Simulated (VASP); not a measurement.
Here is a VASP 6.6.1 calculation.

Contents of INCAR:

```
ALGO     = Normal         # electronic algorithm
EDIFF    = 1E-7           # SCF threshold, eV
ENCUT    = 520            # plane-wave cutoff, eV
GGA      = PE             # functional
ISIF     = 2              # what is computed and relaxed
ISMEAR   = 0              # smearing method
LASPH    = True           # aspherical terms in the spheres
LCHARG   = False          # write CHGCAR
LREAL    = False          # projectors in reciprocal space
LWAVE    = False          # write WAVECAR
NBANDS   = 17             # bands
NELM     = 80             # most SCF steps
PREC     = Accurate       # precision mode
SIGMA    = 0.01           # smearing width, eV
```

The input KPOINTS:

```
k-points
0
Gamma
  4 4 4
```

POSCAR

```
TePb
1.0
    0.0000000000      3.2678555474      3.2678555474
    3.2678555474      0.0000000000      3.2678555474
    3.2678555474      3.2678555474      0.0000000000
Te Pb
1 1
Direct
    0.5000000000      0.5000000000      0.5000000000
    0.0000000000      0.0000000000      0.0000000000
```

Potentials or basis: VASP PAW PBE potentials, release 64 (Te, Pb_d).

The run is started by

```console
$ cat potpaw_PBE.64/Te/POTCAR potpaw_PBE.64/Pb_d/POTCAR > POTCAR
$ mpirun -np 1 vasp_std > vasp.out
```

Task: Predict the band gap on the k mesh.

Result: 0.80 eV, direct.

Task: Predict the pressure.

Result: 0.6 GPa.

Caveat: spin-orbit coupling is left out, which moves the levels of the heavy elements.

**What was measured.**

From a printed reference work, monograph, for a bulk crystal of TePb at 4.2 K: band gap 0.19 eV (direct).

Against the measured gap of TePb, 0.19 eV (direct; 4.2 K; a printed reference work, monograph), the calculated 0.80 eV is off by +0.61 eV. Spin-orbit coupling on Pb, Te is left out. The value is that of PBE on a finite k mesh, which can miss the band edges, without temperature or zero-point motion.
